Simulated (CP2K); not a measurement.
The system is Ta.

```
Ta
1.0
     2.90037    0.00000    0.00000
    -1.45019    2.51180    0.00000
     0.00000    0.00000    5.16627
Ta
2
Direct
  0.33333 0.66667 0.25000
  0.66667 0.33333 0.75000
```

This isn't the form of Ta at room conditions, which is bcc.

Base run:

- Program: CP2K 2026.2
- Functional: BEEF-vdW
- Potentials or basis: POTENTIAL_UZH Ta GTH-PBE-q13; TZVP-MOLOPT-PBE-GTH basis
- Density cutoff: 9184 eV
- k mesh: 11 × 11 × 5
- Occupations: fermi-dirac, width 0.05 eV
- Spin: no spin polarisation

Its results: band gap on the k mesh none (metal or under the smearing width); pressure -1.2 GPa; largest force 0.035 eV/Å.

Problem. The run is repeated on the same cell with these changes: functional from BEEF-vdW to vdW-DF2. What comes out?

Solution. Band gap on the k mesh none (metal or under the smearing width); pressure 7.5 GPa; largest force 0.003 eV/Å.

Caveats: the potentials were made for another functional, which shifts forces and pressure; the basis of atomic orbitals isn't converged, which shifts pressures, moduli and gaps.
